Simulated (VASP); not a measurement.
# Cs (I4/mmm) in VASP: further runs

The runs below take Cs through single point, with LDA.

Program: VASP 6.6.1. These are calculated values, not measurements. Logs are shortened: lines on timing, memory, paths and dates and some standing lists are left out, and cuts for length are marked.

## (1) The cell of the first run

The structure is tetragonal, space group I4/mmm (No. 139). Conventional cell: a = 6.045 Å, b = 6.045 Å, c = 5.924 Å, α = 90.00°, β = 90.00°, γ = 90.00°.

## (2) Single point, LDA (strain -0.0200 x Voigt [0, 1, 0, 0, 0, 0], atoms carried along)

File INCAR:

```
SYSTEM = Cs
PREC     = Accurate       ! precision mode
ENCUT    = 520            ! plane-wave cutoff, eV
EDIFF    = 1E-6           ! SCF threshold, eV
ISMEAR   = 0              ! smearing method
SIGMA    = 0.15           ! smearing width, eV
LREAL    = .False.        ! projectors in reciprocal space
LASPH    = .True.         ! aspherical terms in the spheres
NELM     = 100            ! most SCF steps
ALGO     = Fast           ! electronic algorithm
ISIF     = 2              ! what is computed and relaxed
LWAVE    = .False.        ! write WAVECAR
LCHARG   = .True.         ! write CHGCAR
GGA      = CA             ! functional
LELF     = .True.         ! ELF
LVHAR    = .True.       
NBANDS   = 10             ! bands
```

File KPOINTS:

```
regular mesh
0
Gamma
  12 12 12
  0 0 0
```

File POSCAR:

```
Cs
1.0
   -3.0225000000      2.9620500000      3.0225000000
    3.0225000000     -2.9620500000      3.0225000000
    3.0225000000      2.9620500000     -3.0225000000
Cs
1
Direct
    0.0000000000      0.0000000000      0.0000000000
```

Potentials or basis: VASP PAW LDA potentials, release 64 (Cs_sv).

The run is started by

```
cat potpaw_LDA.64/Cs_sv/POTCAR > POTCAR
mpirun -np 1 vasp_std > vasp.out
```

OUTCAR:

```text
SYSTEM = Cs
   PREC = Accurate
   ENCUT = 520
   EDIFF = 1E-6
   ISMEAR = 0
   LREAL = .False.
   LASPH = .True.
   NELM = 100
   ISIF = 2
   GGA = CA

 ion  position               nearest neighbor table
   1  0.000  0.000  0.000-

  LATTYP: Found a body centered tetragonal cell.
 ALAT       =     6.0450000000
 C/A-ratio  =     0.9800000000

  Lattice vectors:

 A1 = (  -3.0225000000,  -2.9620500000,   3.0225000000)
 A2 = (   3.0225000000,  -2.9620500000,  -3.0225000000)
 A3 = (   3.0225000000,   2.9620500000,   3.0225000000)

Analysis of symmetry for initial positions (statically):
=====================================================================
 Subroutine PRICEL returns:
 Original cell was already a primitive cell.

 Routine SETGRP: Setting up the symmetry group for a
 body centered tetragonal supercell.

 Subroutine GETGRP returns: Found 16 space group operations
 (whereof 16 operations were pure point group operations)
 out of a pool of 16 trial point group operations.

The static configuration has the point symmetry D_4h.

Analysis of symmetry for dynamics (positions and initial velocities):
=====================================================================
 Subroutine PRICEL returns:
 Original cell was already a primitive cell.

 Routine SETGRP: Setting up the symmetry group for a
 body centered tetragonal supercell.

 Subroutine GETGRP returns: Found 16 space group operations
 (whereof 16 operations were pure point group operations)
 out of a pool of 16 trial point group operations.

The dynamic configuration has the point symmetry D_4h.

 Subroutine INISYM returns: Found 16 space group operations
 (whereof 16 operations are pure point group operations),
 and found     1 'primitive' translations

----------------------------------------------------------------------------------------

                                     Primitive cell

  volume of cell :     108.2393

  direct lattice vectors                    reciprocal lattice vectors
    -3.022500000  2.962050000  3.022500000     0.000000000  0.168802012  0.165425972
     3.022500000 -2.962050000  3.022500000     0.165425972  0.000000000  0.165425972
     3.022500000  2.962050000 -3.022500000     0.165425972  0.168802012  0.000000000

  length of vectors
     5.200456971  5.200456971  5.200456971     0.236346930  0.233947653  0.236346930

  position of ions in fractional coordinates (direct lattice)
     0.000000000  0.000000000  0.000000000

  ion indices of the primitive-cell ions
   primitive index   ion index
                 1           1

----------------------------------------------------------------------------------------

 KPOINTS: regular mesh

Automatic generation of k-mesh.
 Grid dimensions read from file:
 generate k-points for:   12   12   12

 Generating k-lattice:

  Cartesian coordinates                     Fractional coordinates (reciprocal lattice)
     0.000000000  0.014066834  0.013785498     0.083333333  0.000000000  0.000000000
     0.013785498  0.000000000  0.013785498     0.000000000  0.083333333  0.000000000
     0.013785498  0.014066834  0.000000000     0.000000000  0.000000000  0.083333333

  Length of vectors
     0.019695578  0.019495638  0.019695578

  Shift w.r.t. Gamma in fractional coordinates (k-lattice)
     0.000000000  0.000000000  0.000000000

 Subroutine IBZKPT returns following result:
 ===========================================

 Found    163 irreducible k-points:

 Following reciprocal coordinates:
            Coordinates               Weight
  0.000000  0.000000  0.000000      1.000000
  0.083333  0.000000  0.000000      8.000000
  0.166667  0.000000  0.000000      8.000000
  0.250000  0.000000  0.000000      8.000000
  0.333333  0.000000  0.000000      8.000000
  0.416667 -0.000000  0.000000      8.000000
[... 16 lines left out ...]
  0.333333  0.166667 -0.000000     16.000000
  0.416667  0.166667  0.000000     16.000000
 [... further k-points ...]
   k-points           NKPTS =    163   k-points in BZ     NKDIM =    163   number of bands    NBANDS=     10
   number of dos      NEDOS =    301   number of ions     NIONS =      1
   total plane-waves  NPLWV =  64000
   dimension x,y,z NGX =    40 NGY =   40 NGZ =   40
   dimension x,y,z NGXF=    80 NGYF=   80 NGZF=   80
   ions per type =               1
   NGX,Y,Z   is equivalent  to a cutoff of  12.79, 12.79, 12.79 a.u.
   NGXF,Y,Z  is equivalent  to a cutoff of  25.57, 25.57, 25.57 a.u.
 SYSTEM =  Cs
   PREC   = accura    normal or accurate (medium, high low for compatibility)
   ISTART =      0    job   : 0-new  1-cont  2-samecut
   ICHARG =      2    charge: 1-file 2-atom 10-const
   ISPIN  =      1    spin polarized calculation?
   LNONCOLLINEAR =      F non collinear calculations
   LSORBIT =      F    spin-orbit coupling
   LASPH  =      T    aspherical Exc in radial PAW
   ENCUT  =  520.0 eV  38.22 Ry    6.18 a.u.   9.67  9.67  9.67*2*pi/ulx,y,z
   NELM   =    100;   NELMIN=  2; NELMDL= -5     # of ELM steps
   EDIFF  = 0.1E-05   stopping-criterion for ELM
   LREAL  =      F    real-space projection
   EDIFFG = 0.1E-04   stopping-criterion for IOM
   NSW    =      0    number of steps for IOM
   IBRION =     -1    ionic relax: 0-MD 1-quasi-New 2-CG
   NFREE  =      0    steps in history (QN), initial steepest desc. (CG)
   ISIF   =      2    stress and relaxation
   ISYM   =      2    0-nonsym 1-usesym 2-fastsym
   POTIM  = 0.5000    time-step for ionic-motion
   TEBEG  =    0.0;   TEEND  =   0.0 temperature during run
   PSTRESS=    0.0 pullay stress
   NELECT =       9.0000    total number of electrons
   NUPDOWN=      -1.0000    fix difference up-down
   EMIN   =  10.00;   EMAX   =-10.00  energy-range for DOS
   EFERMI =   0.00;   METHOD = LEGACY
   ISMEAR =     0;   SIGMA  =   0.15  broadening in eV -4-tet -1-fermi 0-gaus
   EFERMI_NEDOS =   21; number of points for ismear=-14 and -15
   IALGO  =     68    algorithm
   IMIX   =      4    mixing-type and parameters
     AMIX     =   0.40;   BMIX     =  1.00
     AMIX_MAG =   1.60;   BMIX_MAG =  1.00
  volume/ion in A,a.u.               =     108.24       730.43
  Fermi-wavevector in a.u.,A,eV,Ry     =   0.714541  1.350287  6.946717  0.510569
  Thomas-Fermi vector in A             =   1.802468
   LORBIT       =      0    0 simple, 1 ext, 2 COOP (PROOUT), +10 PAW based schemes
   GGA     = CA    functional components
   LHFCALC =     F    Hartree Fock is set to
   AEXX    =    0.0000 exact exchange contribution
   IVDW    =     0    specifies the selected vdW correction
   LEPSILON=     F    determine dielectric tensor
   LRPA    =     F    only Hartree local field effects (RPA)
 non-spin polarized calculation
 RMM-DIIS sequential band-by-band and
 Gauss-broadening in eV      SIGMA  =   0.15
  energy-cutoff  :      520.00
  volume of cell :      108.24
 maximum number of plane-waves:      2939
   NGX = 19   NGY = 19   NGZ = 19

 number of electron       8.9999998 magnetization

 Free energy of the ion-electron system (eV)
  ---------------------------------------------------
  ext. energy  EPLUGINS =         0.00000000
  ---------------------------------------------------
  free energy    TOTEN  =        -0.98919296 eV

  energy without entropy =       -0.97265783  energy(sigma->0) =       -0.98092540

 E-fermi :   0.4369     XC(G=0):  -5.7012

 val. band max:        0.4358005360   @ k =   0.5000   0.0000   0.0000
 cond. band min:       0.4451393791   @ k =   0.4167   0.0833   0.0000
 fundamental gap:      0.0093388431
 Fermi energy:         0.4368662800

 k-point     1 :       0.0000    0.0000    0.0000
  band No.  band energies     occupation
      1     -23.3505      2.00000
      2     -10.0751      2.00000
      3     -10.0751      2.00000
      4     -10.0748      2.00000
      5      -1.3080      2.00000
      6       2.8362      0.00000
      7       2.9244      0.00000
      8       2.9244      0.00000
      9       3.7706      0.00000
     10       3.8972      0.00000

 k-point     2 :       0.0833    0.0000    0.0000
  band No.  band energies     occupation
      1     -23.3498      2.00000
      2     -10.0870      2.00000
      3     -10.0790      2.00000
      4     -10.0750      2.00000
      5      -1.2247      2.00000
      6       2.7843      0.00000
      7       2.8557      0.00000
      8       2.9720      0.00000
      9       3.7009      0.00000
     10       3.8169      0.00000

 k-point     3 :       0.1667    0.0000    0.0000
  band No.  band energies     occupation
      1     -23.3482      2.00000
      2     -10.1198      2.00000
      3     -10.0897      2.00000
      4     -10.0753      2.00000
      5      -0.9841      2.00000
      6       2.5821      0.00000
      7       2.5867      0.00000
      8       3.2104      0.00000
      9       3.6195      0.00000
     10       3.7892      0.00000

 k-point     4 :       0.2500    0.0000    0.0000
  band No.  band energies     occupation
      1     -23.3459      2.00000
      2     -10.1636      2.00000
      3     -10.1043      2.00000
      4     -10.0756      2.00000
      5      -0.6149      2.00000
      6       2.1872      0.00000
      7       2.3592      0.00000
      8       3.6099      0.00000
      9       3.6954      0.00000
     10       3.8283      0.00000
[... 222 lines left out ...]
 k-point    22 :       0.2500    0.1667    0.0000
  band No.  band energies     occupation
      1     -23.3428      2.00000
      2     -10.2068      2.00000
      3     -10.1265      2.00000
      4     -10.0877      2.00000
      5       0.0261      1.99989
      6       1.7714      0.00000
      7       2.0604      0.00000
      8       3.5954      0.00000
      9       4.0594      0.00000
     10       4.3249      0.00000

 k-point    23 :       0.3333    0.1667   -0.0000
  band No.  band energies     occupation
      1     -23.3413      2.00000
      2     -10.2260      2.00000
      3     -10.1423      2.00000
      4     -10.0892      2.00000
      5       0.4621      0.81193
      6       1.5405      0.00000
      7       1.9259      0.00000
      8       3.5963      0.00000
      9       4.1032      0.00000
     10       4.6595      0.00000

 k-point    24 :       0.4167    0.1667    0.0000
  band No.  band energies     occupation
      1     -23.3408      2.00000
      2     -10.2331      2.00000
      3     -10.1482      2.00000
      4     -10.0900      2.00000
      5       0.6913      0.01647
      6       1.4157      0.00000
      7       1.8761      0.00000
      8       3.5108      0.00000
      9       4.2698      0.00000
     10       4.6420      0.00000

 [... further k-points ...]

------------------------ aborting loop because EDIFF is reached ----------------------------------------

  FORCE on cell =-STRESS in cart. coord.  units (eV):
  Direction    XX          YY          ZZ          XY          YZ          ZX
  --------------------------------------------------------------------------------------
  -------------------------------------------------------------------------------------
  Total       -0.1706730     -0.1687976     -0.1706730     -0.0000000      0.0000000      0.0000000
  in kB       -2.5263324     -2.4985718     -2.5263324     -0.0000000      0.0000000      0.0000000
  external PRESSURE =      -2.5170789 kB  Pullay stress =       0.0000000 kB

 VOLUME and BASIS-vectors are now :
 -----------------------------------------------------------------------------
  energy-cutoff  :      520.00
  volume of cell :      108.24
      direct lattice vectors                 reciprocal lattice vectors
    -3.022500000  2.962050000  3.022500000     0.000000000  0.168802012  0.165425972
     3.022500000 -2.962050000  3.022500000     0.165425972  0.000000000  0.165425972
     3.022500000  2.962050000 -3.022500000     0.165425972  0.168802012  0.000000000

 POSITION                                       TOTAL-FORCE (eV/Angst)
 -----------------------------------------------------------------------------------
      0.00000      0.00000      0.00000        -0.000000      0.000000     -0.000000
 -----------------------------------------------------------------------------------
    total drift:                               -0.000000      0.000000     -0.000000

  FREE ENERGIE OF THE ION-ELECTRON SYSTEM (eV)
  ---------------------------------------------------
  free  energy   TOTEN  =        -0.9891929593 eV

  energy  without entropy=       -0.9726578324  energy(sigma->0) =       -0.98092540
```

Wall time 60 s (1 thread of Intel Xeon 6975P-C (Granite Rapids), shared host); peak memory 0.3 GiB.

Results:

```yaml
Free_energy: -0.9892 eV
Pressure: -0.3 GPa
Band_gap_on_the_k_mesh: none (metal or under the smearing width)
```

## (3) Single point, LDA (strain -0.0150 x Voigt [0, 1, 0, 0, 0, 0], atoms carried along)

File INCAR:

```
PREC = Accurate
ENCUT = 520
EDIFF = 1E-6
ISMEAR = 0
SIGMA = 0.15
LREAL = False
LASPH = True
NELM = 100
ALGO = Fast
ISIF = 2
LWAVE = False
LCHARG = True
LELF = True
LVHAR = True
NBANDS = 10
```

File KPOINTS:

```
Automatic mesh
0
Gamma
  12 12 12
```

File POSCAR:

```
Cs
1.0
   -3.0225000000      2.9771625000      3.0225000000
    3.0225000000     -2.9771625000      3.0225000000
    3.0225000000      2.9771625000     -3.0225000000
Cs
1
Direct
    0.0000000000      0.0000000000      0.0000000000
```

Potentials or basis: VASP PAW LDA potentials, release 64 (Cs_sv).

The run is started by

```
cat potpaw_LDA.64/Cs_sv/POTCAR > POTCAR
mpirun -np 1 vasp_std > vasp.out
```

It took 52 s on 1 thread of Intel Xeon 6975P-C (Granite Rapids), shared host; peak memory 0.31 GiB.

It converged, with:

| Quantity | Value |
| --- | --- |
| Free energy | -0.9883 eV |
| Pressure | -0.3 GPa |
| Band gap on the k mesh | none (metal or under the smearing width) |

Levels at points of the mesh, in eV from the Fermi level:
| k point | band 3 | band 4 | band 5 | band 6 | band 7 | band 8 |
| --- | --- | --- | --- | --- | --- | --- |
| (0.00, 0.00, 0.00) | -10.52 | -10.52 | -1.74 | 2.41 | 2.48 | 2.48 |
| (0.50, 0.00, 0.00) | -10.57 | -10.52 | 0.00 | 1.01 | 1.57 | 3.23 |
| (0.00, 0.50, 0.00) | -10.57 | -10.51 | -0.02 | 0.98 | 1.64 | 3.16 |
| (0.50, 0.50, 0.50) | -10.64 | -10.63 | 0.61 | 0.64 | 3.12 | 3.12 |

The run has no spin-orbit coupling, so splittings on Cs are missing.
